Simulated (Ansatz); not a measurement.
# Ti: strain energy, fitted

Ti, P6_3/mmc, a = 2.938 Å, c = 4.651 Å. Ansatz: PBE, PAW, 420 eV, Γ-centred 24×24×12 mesh on 2 atoms, Gaussian smearing 0.10 eV; no spin polarisation. Series: biaxial strain in the a-b plane, c and atoms relaxed; x is the strain in per cent. y is the free energy over the unstrained cell, V0 = 17.388 Å³/atom.

| x (%) | y (meV/atom) |
| --- | --- |
| -3.0 | 20.38 |
| -2.0 | 9.02 |
| -1.0 | 2.28 |
| 0.0 | 0.00 |
| 1.0 | ? |
| 2.0 | 8.19 |
| 3.0 | 18.09 |

**Question.** Fit y = c2 x² + c3 x³ to the other rows, turn c2 into a modulus, and predict the missing energy.

**Answer.** Least squares on the rows shown. y = 2.1400 x² − 0.043232 x³. In eV per unit strain² c2 is 21.40; M is the biaxial modulus (E = M V0 ε²): 21.40 × 160.2 / (17.388) = 197 GPa. The unstrained cell keeps some stress along the strain, worth a slope of -0.07 meV/atom per %, which the form leaves out. At x = 1.0 the fit asked for gives 2.10 meV/atom. The run gave 2.05 meV/atom, so the fit is 0.05 meV/atom too high, within the rms miss on the fitted rows (0.07 meV/atom).